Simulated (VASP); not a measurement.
Input of a VASP 6.6.1 run:

The input INCAR:

```
SYSTEM = Ta
ALGO = Normal
EDIFF = 1E-6
ENCUT = 520
GGA = PS
ISIF = 2
ISMEAR = 0
LASPH = .TRUE.
LCHARG = .FALSE.
LREAL = .FALSE.
LWAVE = .FALSE.
NBANDS = 12
NELM = 100
PREC = Accurate
SIGMA = 0.1
```

The input KPOINTS:

```
k-points
0
G
  8 8 8
  0 0 0
```

File POSCAR:

```
Ta
1.0
    0.0000000000      2.2611224708      2.2611224708
    2.2611224708      0.0000000000      2.2611224708
    2.2611224708      2.2611224708      0.0000000000
Ta
1
Direct
    0.0000000000      0.0000000000      0.0000000000
```

Potentials or basis: VASP PAW PBE potentials, release 64 (Ta_pv).

Launch:

```bash
$ cat potpaw_PBE.64/Ta_pv/POTCAR > POTCAR
$ mpirun -np 1 vasp_std > vasp.out
```

Task: Predict the pressure.

Result: -30.5 GPa.

Task: What does it give for the band gap on the k mesh?

Result: None (metal or under the smearing width).

Caveat: the cell as given lies far from equilibrium; so large a pressure means that the cell lies far from this level's equilibrium, or that cutoff or potentials fall short; the potentials were made for another functional, which shifts forces and pressure. The run has no spin-orbit coupling, so splittings on Ta are missing.
